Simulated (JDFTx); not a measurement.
# ZrN: equation of state with LDA

The system is ZrN.

```
Zr N
1.0
     0.00000    2.30000    2.30000
     2.30000    0.00000    2.30000
     2.30000    2.30000    0.00000
Zr N
1 1
Direct
  0.50000 0.50000 0.50000
  0.00000 0.00000 0.00000
```

```yaml
Program: JDFTx 1.7.0 (patched build)
Task: equation of state
Functional: LDA
Potentials_or_basis: PseudoDojo-SR-LDA-0.4.1-standard with smoothed tails
Cutoff: 1143 eV
Density_cutoff: 9143 eV
k_mesh: 10 × 10 × 10
Occupations: fermi-dirac, width 0.05 eV
Spin: no spin polarisation
```

```
Equilibrium volume                      : 11.59 Å³/atom
Bulk modulus                            : 283 GPa
Pressure derivative of the bulk modulus : 4.3
```

Energy against volume, from the lowest point:
```csv
volume (Å³/atom),energy (meV/atom)
11.437,1.29
11.680,0.00
11.924,7.38
12.167,22.52
12.410,44.61
12.654,72.90
12.897,106.74
```

LDA usually gives volumes a few per cent too small. Zero-point motion and thermal expansion aren't in these numbers.
